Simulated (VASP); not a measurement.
Ag, 1 atom in the cell. Symmetry: Fm-3m, No. 225, cubic system. The conventional cell has a = 4.085 Å, b = 4.085 Å, c = 4.085 Å, α = 90.00°, β = 90.00°, γ = 90.00°. Around Ag (site symmetry m-3m) lie 12 Ag at 2.89 Å. 

```yaml
Program: VASP 6.6.1
Task: relaxation of cell and atoms
Functional: BLYP
Dispersion: D3(BJ)
Potentials_or_basis: VASP PAW PBE potentials, release 64 (Ag)
Cutoff: 600 eV
k_mesh: 11 × 11 × 11
Occupations: fermi-dirac, width 0.05 eV
Spin: no spin polarisation
Further_INCAR_settings: ALGO = Fast; EDIFF = 1e-06; IBRION = 2; EDIFFG = -0.02; NSW = 60; ISIF = 3
```

Potentials or basis: VASP PAW PBE potentials, release 64 (Ag).

Run with:

```sh
$ cat potpaw_PBE.64/Ag/POTCAR > POTCAR
$ mpirun -np 1 vasp_std > vasp.out
```

Hardware: 1 thread of Intel(R) Xeon(R) Platinum 8259CL CPU @ 2.50GHz (Skylake/Cascade Lake) (shared host).

Q: Estimate the wall time of this run.

A: Wall time 44 s on 1 thread of Intel(R) Xeon(R) Platinum 8259CL CPU @ 2.50GHz (Skylake/Cascade Lake) (shared host), peak memory 0.16 GiB. Counts: scf iterations 23, k points 56, ion steps 3.
